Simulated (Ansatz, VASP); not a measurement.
## Two plane-wave programs on Na

```
Na
1.0
    -2.10162    2.10162    2.11750
     2.10162   -2.10162    2.11750
     2.13338    2.13338   -2.11750
Na
1
Direct
  0.00000 0.00000 0.00000
```

Change from the starting cell: strain +0.0150 x Voigt [0, 0, 0, 0, 0, 1], atoms carried along.

Alike in both runs: task single point; functional PBEsol; k mesh 16 × 16 × 16; occupations gaussian, width 0.15 eV; no spin polarisation.

|  | VASP | Ansatz |
| --- | --- | --- |
| version | VASP 6.6.1 | Ansatz 0.2.0 |
| potentials or method | VASP PAW PBE potentials, release 64 (Na_pv) | scalar-relativistic, plane waves, PAW |
| plane-wave cutoff (eV) | 520 | 420 |
| valence electrons in the cell | 7 | 9 |

|  | VASP | Ansatz | Ansatz less VASP |
| --- | --- | --- | --- |
| gap on the k mesh at the Fermi level (eV) | none | none | - |
| pressure (GPa) | -0.3 | -0.3 | -0.02 |
| largest component of the traceless stress (GPa) | 0.09 | 0.09 | -0.001 |

A gap of «none» marks a metal or a gap that the smearing closes. With one functional, cell and mesh, what is left measures potentials, basis and numerics. The two sets of potentials don't hold the same shells in valence.

Caveats: the PAW data sets were made with another functional, which shifts forces and pressure a little (VASP).
